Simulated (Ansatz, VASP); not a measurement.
Two plane-wave programs on TaN

```
Ta N
1.0
     2.69007    0.00000    0.00000
    -1.34503    2.32967    0.00000
     0.00000    0.00000    2.98556
Ta N
1 1
Direct
  0.33333 0.66667 0.50000
  0.00000 0.00000 0.00000
```

Change from the starting cell: strain -0.080 along x and y, +0.040 along z, atoms carried along.

Alike in both runs: task single point; functional PBEsol; k mesh 24 × 24 × 20; occupations gaussian, width 0.15 eV; no spin polarisation.

```csv
,VASP,Ansatz
version,VASP 6.6.1,Ansatz 0.2.0
potentials or method,"VASP PAW PBE potentials, release 64 (Ta_pv, N)","scalar-relativistic, plane waves, PAW"
plane-wave cutoff (eV),520,420
valence electrons in the cell,16,18
```

Ansatz gave:

```
gap on the k mesh at the Fermi level (eV)       : none
pressure (GPa)                                  : 58.8
largest component of the traceless stress (GPa) : 60.93
```

Q: Which values does VASP return?

A: gap on the k mesh at the Fermi level (eV): none; pressure (GPa): 60.5; largest component of the traceless stress (GPa): 60.86.

A gap of «none» marks a metal or a gap that the smearing closes. The two sets of potentials don't hold the same shells in valence.

Caveats: the cell as given lies far from equilibrium; so large a pressure means that the cell lies far from this level's equilibrium, or that cutoff or potentials fall short (VASP); the potentials were made for another functional, which shifts forces and pressure (VASP). Spin-orbit coupling is left out, which matters for the levels of Ta.
